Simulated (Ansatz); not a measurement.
# CuO (P-1) in Ansatz: further runs

The runs below take CuO through single point, with PBEsol.

Program: Ansatz 0.2.0. These are calculated values, not measurements. Logs are shortened: lines on timing, memory, paths and dates and some standing lists are left out, and cuts for length are marked.

### 1 The crystal as given

The typed cell holds 4 atoms: a = 2.880 Å, b = 2.880 Å, c = 5.176 Å, α = 89.81°, β = 89.81°, γ = 89.22°.

The cell comes from a database or a generator and needn't be the stable form of this composition.

### 2 Single point, PBEsol, 10.09 Å³/atom (volume scaled by 0.94)

The input, input.yaml:

```yaml
crystal:
  lattice:
    - [2.8207191443, 0.0, 0.0]
    - [0.038275131, 2.8205021813, 0.0]
    - [0.0171382374, 0.0168928653, 5.0706699737]
  atoms:
    - { symbol: Cu, position: [0.0, 0.5, 0.0] }
    - { symbol: Cu, position: [0.5, 0.0, 0.5] }
    - { symbol: O, position: [0.99842397, 0.00167178, 0.7498871] }
    - { symbol: O, position: [0.00157603, 0.99832822, 0.2501129] }
kpoints:
  mp_grid: { grid: [9, 9, 5] }
scf:
  occupations: { method: fermi_dirac, width: 0.05 }
hamiltonian:
  xc: pbesol
  pseudopotentials: { kind: all_electron, lapw: { basis_error: 0.001 } }
output:
  forces: true
  stress: true
  eigenvalues: true
```

Potentials or basis: all-electron LAPW, scalar-relativistic.

The run is started by

```
$ ansatz run input.yaml --threads 2 --pin off --max-ram 8192MiB --backend cpu --events-out ev --progress --plain --runs-dir out
```

Output:

```text
Warning: RAYON_NUM_THREADS=2 ignored (pool sized by the plan → 2); use --threads N
LAPW: plane waves up to 11.070 Å⁻¹, error target 1.0e-3 eV per atom; small_component_spin mean_spin; O in spheres of 0.849 Å, 8 of its electrons in bands, Dirac shells []; Cu in spheres of 1.047 Å, 19 of its electrons in bands, Dirac shells [] (how accurate: hamiltonian.pseudopotentials.lapw.basis_error, Limitations)
Engine: ansatz 0.2.0, x86_64-unknown-linux-gnu
Pseudopotentials: kind: all_electron
Pseudopotential: Cu, LAPW, valence charge 19, lapw/all_electron/scalar/gaussian/Cu, Koelling and Harmon's equation, gaussian nucleus
Pseudopotential: O, LAPW, valence charge 8, lapw/all_electron/scalar/gaussian/O, Koelling and Harmon's equation, gaussian nucleus
Functional definition: PBEsol
  exchange = pbesol_x
  correlation = pbesol_c
Crystal: 4 atoms, lattice volume = 40.341 Å³
Basis set: ecut = 466.87398860506926 eV, 893 PW (Γ), exchange–correlation at level 2
Bands: 33, of which v1, the nominal top of the filled ones, is band 27 counted from 1 (26 counted from 0)
Symmetry: 2 space group operations
Space group: P-1 (ITA 2), of the structure as read, at distance tolerance 3.4e-5 Å
k-points: 203 of 405
Non-local potential: Cu, projectors of the file, none
Non-local potential: O, projectors of the file, none
Initial density: superposition of atomic densities (chi_scale 0.1, normalization cell, long waves kept (reshape's long-wave potential 0.00 eV rms))
Initial wavefunctions: plane waves of lowest kinetic energy (no species holds an atomic orbital)
Functional: x = pbesol(κ = 0.804, μ = 0.12345679012345678), c = pbesol(β = 0.046)
iter 1 solved again at ethr=2.15e-2 eV; its pass at ethr=1.00e-1 eV (dr2=1.16e1 eV) is discarded
SCF iter   1: F=—  HF=-94082.797250 eV  |F-HF|=—  |Δ(HF+E_count)|=         —  Δρ=1.66e-1  dr2=1.16e1  ethr=2.15e-2  ⟨swp⟩=2.0  Hψ=43874  notcnv=0
preconditioner: auto → Kerker (q_TF=auto, 2.864 Å⁻¹)  [metal: Δε(μ)=0.010 eV  Ē_g=12.490 eV  σ=0.050 eV  W_gap=0.05  n_scr=16 (ndim 8)  ℏωp=34.1 eV  f_vac=0.002  D(μ)=5.45/eV (n_scr^D=74)]
SCF iter   2: F=—  HF=-94083.448777 eV  |F-HF|=—  |Δ(HF+E_count)|=   6.52e-1  Δρ=8.94e-2  dr2=2.56e0  ethr=2.15e-2  ⟨swp⟩=2.9  Hψ=20819  notcnv=0
SCF iter   3: F=—  HF=-94076.858228 eV  |F-HF|=—  |Δ(HF+E_count)|=    6.59e0  Δρ=3.17e-2  dr2=5.46e-1  ethr=4.75e-3  ⟨swp⟩=3.0  Hψ=22107  notcnv=0
SCF iter   4: F=—  HF=-94076.694016 eV  |F-HF|=—  |Δ(HF+E_count)|=         —  Δρ=1.66e-2  dr2=1.61e-1  ethr=1.01e-3  ⟨swp⟩=2.0  Hψ=20478  notcnv=0
the basis was enlarged: its passes take 621.9 KiB over the memory plan, 2 of 2 planned eigensolver slots
SCF iter   5: F=—  HF=-94076.783861 eV  |F-HF|=—  |Δ(HF+E_count)|=   8.98e-2  Δρ=2.52e-2  dr2=6.03e-1  ethr=2.99e-4  ⟨swp⟩=2.0  Hψ=20500  notcnv=0  recentre
SCF iter   6: F=—  HF=-94076.669086 eV  |F-HF|=—  |Δ(HF+E_count)|=   1.15e-1  Δρ=6.88e-3  dr2=3.44e-2  ethr=2.99e-4  ⟨swp⟩=2.0  Hψ=20063  notcnv=0
iter 7 solved again at ethr=2.82e-6 eV; its pass at ethr=6.37e-5 eV (dr2=1.52e-3 eV) is discarded
SCF iter   7: F=—  HF=-94076.659809 eV  |F-HF|=—  |Δ(HF+E_count)|=   9.28e-3  Δρ=2.41e-3  dr2=1.52e-3  ethr=2.82e-6  ⟨swp⟩=2.0  Hψ=33121  notcnv=0
SCF iter   8: F=—  HF=-94076.659723 eV  |F-HF|=—  |Δ(HF+E_count)|=   8.65e-5  Δρ=1.02e-3  dr2=4.56e-4  ethr=2.81e-6  ⟨swp⟩=2.0  Hψ=19394  notcnv=0
SCF iter   9: F=—  HF=-94076.659747 eV  |F-HF|=—  |Δ(HF+E_count)|=   2.48e-5  Δρ=2.57e-4  dr2=2.81e-5  ethr=8.44e-7  ⟨swp⟩=2.0  Hψ=19398  notcnv=0
SCF iter  10: F=—  HF=-94076.659755 eV  |F-HF|=—  |Δ(HF+E_count)|=   7.75e-6  Δρ=6.62e-5  dr2=2.08e-6  ethr=5.20e-8  ⟨swp⟩=2.0  Hψ=19396  notcnv=0
SCF iter  11: F=—  HF=-94076.659755 eV  |F-HF|=—  |Δ(HF+E_count)|=   2.25e-7  Δρ=2.38e-5  dr2=3.45e-7  ethr=3.86e-9  ⟨swp⟩=2.0  Hψ=19396  notcnv=0
SCF iter  12: F=—  HF=-94076.659755 eV  |F-HF|=—  |Δ(HF+E_count)|=   3.36e-9  Δρ=9.95e-6  dr2=3.59e-8  ethr=6.39e-10  ⟨swp⟩=2.0  Hψ=19396  notcnv=0
SCF iter  13: F=-94076.659755 eV  HF=-94076.659755 eV  |F-HF|=2.32e-8  |Δ(HF+E_count)|=   1.09e-8  Δρ=4.95e-6  dr2=1.23e-8  ethr=6.65e-11  ⟨swp⟩=2.0  Hψ=19404  notcnv=0
SCF 1 converged in 13 iterations: F = -94076.659755 eV  dr2 = 1.23e-8
SCF converged after 13 iterations
Free energy (F): -94076.659755 eV
Harris-Foulkes:  -94076.659755 eV  (|F-HF|=2.32e-8)
Internal energy: -94076.640997 eV  (E = F + TS)
E sigma→0 (E₀):  -94076.650376 eV
Entropy (-TS):   -0.018757 eV (-4.689 meV/atom)
Fermi energy:    12.447485 eV
--- Per-component energies (eV) ---
  E_band       = -2836.359196
  E_kinetic    = 95612.417202
  E_xc         = -4056.820840
  E_electrostatic = -185632.237359  (all electrons and nuclei)
  E_smearing   = -0.018757  (= −TS)
  E_closure    = 0.000000  (closes the sum)
  E_atoms      = -94055.158867  (free atoms, spherical and without spin; not in F)
  Σ components = -94076.659755   (vs F -94076.659755, Δ=0.00e0)
  Basis errors (estimates in eV, not in F): energy 4.4e-4 per atom: plane waves 3.9e-4 (2.4e-4 summed), levels above the bands 7.2e-102, relativity 5.2e-8, radial functions 4.5e-5, core shells 1.5e-8; eigenvalues (radial functions only) 6.3e-6; not estimated: angular momenta, meshes, grids; target (lapw.basis_error) 1.0e-3; muffin-tin radii O 0.849 Å, Cu 1.047 Å
--- Forces (eV/Å), atoms counted from 1 ---
  atom   1  Cu     0.00000000     0.00000000     0.00000000
  atom   2  Cu     0.00000000     0.00000000     0.00000000
  atom   3  O      0.00106077    -0.00280869     0.01152732
  atom   4  O     -0.00106077     0.00280869    -0.01152732
  max |Σ_I F_I| component: 0.00e0 eV/Å
--- Stress (GPa, compression-positive) ---
        9.628714      -0.002771       0.025687
       -0.002771       9.558805       0.044061
        0.025687       0.044061      10.330071
  P = ⅓ Tr σ = 9.8392 GPa (98.392 kbar)
--- Band table (eV; the first three rows and the last of 203) ---
  k-point 0: bands = ["-492.7495", "-492.7495", "-100.2718", "-100.2675", "-57.9119", "-57.9071", "-57.8742", "-57.8643", "-57.6086", "-57.6056", "-8.1590", "-6.6407", "3.2925", "6.3562", "6.3864", "8.1430", "8.6062", "8.6118", "8.6307", "9.0045", "9.3730", "9.7562", "9.7681", "9.8102", "9.9066", "10.2497", "13.1537", "13.1901", "14.0402", "18.5230", "20.0168", "26.1715", "27.4659"]
  k-point 1: bands = ["-492.7495", "-492.7495", "-100.2718", "-100.2675", "-57.9119", "-57.9071", "-57.8734", "-57.8650", "-57.6086", "-57.6056", "-8.0397", "-6.8208", "3.7193", "6.3786", "6.4041", "7.9037", "8.3465", "8.3860", "8.3902", "8.6270", "9.6547", "9.8194", "9.8972", "10.1043", "10.1206", "10.1518", "12.9650", "12.9981", "14.5489", "17.7240", "21.1617", "26.2730", "26.9715"]
  k-point 2: bands = ["-492.7495", "-492.7495", "-100.2718", "-100.2676", "-57.9119", "-57.9071", "-57.8719", "-57.8666", "-57.6086", "-57.6056", "-7.7076", "-7.2475", "4.8591", "6.4008", "6.4206", "6.4332", "8.1338", "8.1345", "8.4440", "8.5793", "9.7904", "9.8434", "9.8728", "9.9458", "10.6419", "10.6523", "12.5914", "12.6088", "15.5755", "16.6496", "23.1304", "25.2638", "26.5954"]
  k-point 202: bands = ["-492.7495", "-492.7495", "-100.2705", "-100.2664", "-57.9316", "-57.9083", "-57.8691", "-57.8653", "-57.6215", "-57.6092", "-7.2695", "-6.4957", "4.6544", "4.8110", "6.0056", "6.3833", "7.5864", "7.8583", "8.9489", "9.4636", "9.5340", "9.7390", "9.9538", "10.1905", "10.4046", "10.7272", "12.3496", "12.9398", "16.2001", "18.1535", "20.4158", "23.3025", "24.2649"]
```

Run time: 67 s. Hardware: 2 threads of Intel Xeon Platinum 8375C at 2.90GHz (Ice Lake), shared host; peak memory 1.3 GiB.

Results:

```yaml
Free_energy: -94076.6598 eV
Pressure: 9.8 GPa
Largest_force: 0.012 eV/Å
Band_gap_on_the_k_mesh: none (metal or under the smearing width)
```

Caveat: the run has no spin polarisation, though such a crystal can be magnetic; semilocal functionals often make such compounds metallic where correlation or magnetic order opens a gap, which also shifts bond lengths.

### 3 Single point, PBEsol, 10.30 Å³/atom (volume scaled by 0.96)

Edit input.yaml of step 2 so:

```diff
@@ -2,5 +2,5 @@
   lattice:
-    - [2.8207191443, 0.0, 0.0]
-    - [0.038275131, 2.8205021813, 0.0]
-    - [0.0171382374, 0.0168928653, 5.0706699737]
+    - [2.8405840181, 0.0, 0.0]
+    - [0.038544683, 2.8403655272, 0.0]
+    - [0.0172589332, 0.017011833, 5.1063800938]
   atoms:
```

Potentials or basis: all-electron LAPW, scalar-relativistic.

The run is started by

```
$ ansatz run input.yaml --threads 2 --pin off --max-ram 8192MiB --backend cpu --events-out ev --progress --plain --runs-dir out
```

Wall time 69 s (2 threads of Intel Xeon Platinum 8375C at 2.90GHz (Ice Lake), shared host); peak memory 1.3 GiB.

The run converged. Its results:

```yaml
Free_energy: -94076.7004 eV
Pressure: 5.4 GPa
Largest_force: 0.012 eV/Å
Band_gap_on_the_k_mesh: none (metal or under the smearing width)
```

Caveat: the run has no spin polarisation, though such a crystal can be magnetic; semilocal functionals often make such compounds metallic where correlation or magnetic order opens a gap, which also shifts bond lengths.

### 4 Single point, PBEsol, 10.51 Å³/atom (volume scaled by 0.98)

Edit input.yaml of step 3 so:

```diff
@@ -2,5 +2,5 @@
   lattice:
-    - [2.8405840181, 0.0, 0.0]
-    - [0.038544683, 2.8403655272, 0.0]
-    - [0.0172589332, 0.017011833, 5.1063800938]
+    - [2.8601748718, 0.0, 0.0]
+    - [0.0388105168, 2.859954874, 0.0]
+    - [0.0173779641, 0.0171291597, 5.1415976211]
   atoms:
```

The run is started by

```
$ ansatz run input.yaml --threads 2 --pin off --max-ram 8192MiB --backend cpu --events-out ev --progress --plain --runs-dir out
```

Wall time 67 s (2 threads of Intel Xeon Platinum 8375C at 2.90GHz (Ice Lake), shared host); peak memory 1.3 GiB.

It converged, with:

| Quantity | Value |
| --- | --- |
| Free energy | -94076.7187 eV |
| Pressure | 1.5 GPa |
| Largest force | 0.012 eV/Å |
| Band gap on the k mesh | none (metal or under the smearing width) |

Caveat: the run has no spin polarisation, though such a crystal can be magnetic; semilocal functionals often make such compounds metallic where correlation or magnetic order opens a gap, which also shifts bond lengths.

### 5 Single point, PBEsol, 10.73 Å³/atom

Edit input.yaml of step 4 so:

```diff
@@ -2,5 +2,5 @@
   lattice:
-    - [2.8601748718, 0.0, 0.0]
-    - [0.0388105168, 2.859954874, 0.0]
-    - [0.0173779641, 0.0171291597, 5.1415976211]
+    - [2.8795009639, 0.0, 0.0]
+    - [0.039072758, 2.8792794796, 0.0]
+    - [0.0174953863, 0.0172449008, 5.1763391994]
   atoms:
```

The run is started by

```
$ ansatz run input.yaml --threads 2 --pin off --max-ram 8192MiB --backend cpu --events-out ev --progress --plain --runs-dir out
```

It took 65 s on 2 threads of Intel Xeon Platinum 8375C at 2.90GHz (Ice Lake), shared host; peak memory 1.3 GiB.

The run converged. Its results:

```yaml
Free_energy: -94076.7170 eV
Pressure: -2.0 GPa
Largest_force: 0.013 eV/Å
Band_gap_on_the_k_mesh: none (metal or under the smearing width)
```

Caveat: the run has no spin polarisation, though such a crystal can be magnetic; semilocal functionals often make such compounds metallic where correlation or magnetic order opens a gap, which also shifts bond lengths.

### 6 Single point, PBEsol, 10.94 Å³/atom (volume scaled by 1.02)

Edit input.yaml of step 5 so:

```diff
@@ -2,5 +2,5 @@
   lattice:
-    - [2.8795009639, 0.0, 0.0]
-    - [0.039072758, 2.8792794796, 0.0]
-    - [0.0174953863, 0.0172449008, 5.1763391994]
+    - [2.8985710625, 0.0, 0.0]
+    - [0.0393315255, 2.8983481113, 0.0]
+    - [0.0176112532, 0.0173591088, 5.2106205905]
   atoms:
```

Potentials or basis: all-electron LAPW, scalar-relativistic.

The run is started by

```
$ ansatz run input.yaml --threads 2 --pin off --max-ram 8192MiB --backend cpu --events-out ev --progress --plain --runs-dir out
```

Wall time 57 s (2 threads of Intel Xeon Platinum 8375C at 2.90GHz (Ice Lake), shared host); peak memory 1.3 GiB.

The run converged. Its results:

```
Free energy            : -94076.6977 eV
Pressure               : -5.2 GPa
Largest force          : 0.013 eV/Å
Band gap on the k mesh : none (metal or under the smearing width)
```

Caveat: the run has no spin polarisation, though such a crystal can be magnetic; semilocal functionals often make such compounds metallic where correlation or magnetic order opens a gap, which also shifts bond lengths.

### 7 Single point, PBEsol, 11.16 Å³/atom (volume scaled by 1.04)

Edit input.yaml of step 6 so:

```diff
@@ -2,5 +2,5 @@
   lattice:
-    - [2.8985710625, 0.0, 0.0]
-    - [0.0393315255, 2.8983481113, 0.0]
-    - [0.0176112532, 0.0173591088, 5.2106205905]
+    - [2.9173934799, 0.0, 0.0]
+    - [0.0395869322, 2.917169081, 0.0]
+    - [0.0177256152, 0.0174718334, 5.2444567372]
   atoms:
```

The run is started by

```
$ ansatz run input.yaml --threads 2 --pin off --max-ram 8192MiB --backend cpu --events-out ev --progress --plain --runs-dir out
```

Run time: 57 s. Hardware: 2 threads of Intel Xeon Platinum 8375C at 2.90GHz (Ice Lake), shared host; peak memory 1.3 GiB.

The run converged. Its results:

```yaml
Free_energy: -94076.6624 eV
Pressure: -7.9 GPa
Largest_force: 0.014 eV/Å
Band_gap_on_the_k_mesh: none (metal or under the smearing width)
```

Caveat: the run has no spin polarisation, though such a crystal can be magnetic; semilocal functionals often make such compounds metallic where correlation or magnetic order opens a gap, which also shifts bond lengths.

### 8 Single point, PBEsol, 11.37 Å³/atom (volume scaled by 1.06)

Edit input.yaml of step 7 so:

```diff
@@ -2,5 +2,5 @@
   lattice:
-    - [2.9173934799, 0.0, 0.0]
-    - [0.0395869322, 2.917169081, 0.0]
-    - [0.0177256152, 0.0174718334, 5.2444567372]
+    - [2.935976105, 0.0, 0.0]
+    - [0.0398390851, 2.9357502767, 0.0]
+    - [0.0178385202, 0.017583122, 5.2778618209]
   atoms:
```

The run is started by

```
$ ansatz run input.yaml --threads 2 --pin off --max-ram 8192MiB --backend cpu --events-out ev --progress --plain --runs-dir out
```

Wall time 57 s (2 threads of Intel Xeon Platinum 8375C at 2.90GHz (Ice Lake), shared host); peak memory 1.3 GiB.

It converged, with:

- Free energy: -94076.6131 eV
- Pressure: -10.4 GPa
- Largest force: 0.015 eV/Å
- Band gap on the k mesh: none (metal or under the smearing width)

Caveat: the run has no spin polarisation, though such a crystal can be magnetic; semilocal functionals often make such compounds metallic where correlation or magnetic order opens a gap, which also shifts bond lengths.

### 9 The reference run

An earlier run on the cell as given: functional PBEsol; potentials or basis all-electron LAPW, scalar-relativistic; cutoff 447 eV (chosen from the basis error); basis error allowed 0.001 eV/atom; k mesh 9 × 9 × 5; occupations fermi-dirac, width 0.05 eV; no spin polarisation.

- Pressure: -2.0 GPa
- Largest force: 0.013 eV/Å
- Band gap on the k mesh: none (metal or under the smearing width)
- Loewdin charges: Cu +1.00; O -0.88 e
